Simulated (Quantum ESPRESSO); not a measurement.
Crystal: TaS2.

```
CELL_PARAMETERS angstrom
3.35000 0.00000 0.00000
-1.67500 2.90119 0.00000
0.00000 0.00000 5.86000
ATOMIC_POSITIONS crystal
Ta 0.00000 0.00000 0.00000
S 0.33333 0.66667 0.25000
S 0.66667 0.33333 0.75000
```

Base run:

```yaml
Program: Quantum ESPRESSO 7.5
Functional: PBEsol
Potentials_or_basis: PseudoDojo 0.4.1 SR LDA stringent
Cutoff: 1796 eV
Density_cutoff: 7184 eV
k_mesh: 7 × 7 × 3
Occupations: gaussian, width 0.05 eV
Spin: collinear spin, ferromagnetic start
Starting_moments: "[1.0, 0.0, 0.0] μB"
Hubbard_terms: Ta d U = 6 eV
```

Its results: band gap on the k mesh 0.59 eV, indirect (least direct gap 0.65 eV); pressure 13.2 GPa; net moment 1.00 μB per cell; site moments Ta +0.58; S -0.03 μB; largest force 1.068 eV/Å.

Question: The run is repeated on the same cell with these changes: functional from PBEsol to PBE. What comes out?

Answer: Band gap on the k mesh 0.76 eV, indirect (least direct gap 0.87 eV); pressure 18.3 GPa; net moment 1.00 μB per cell; site moments Ta +0.58; S -0.03 μB; largest force 1.293 eV/Å.

PBE binds less tightly than PBEsol, so the same cell stands under more pressure.

Caveats: the potentials were made for another functional, which shifts forces and pressure; spin-orbit coupling is left out, which moves the levels of the heavy elements; an odd mesh through Γ misses points on the zone boundary, where band edges often lie; this functional lacks dispersion, which binds the layers, so the pressure and a relaxed spacing across them are unreliable.
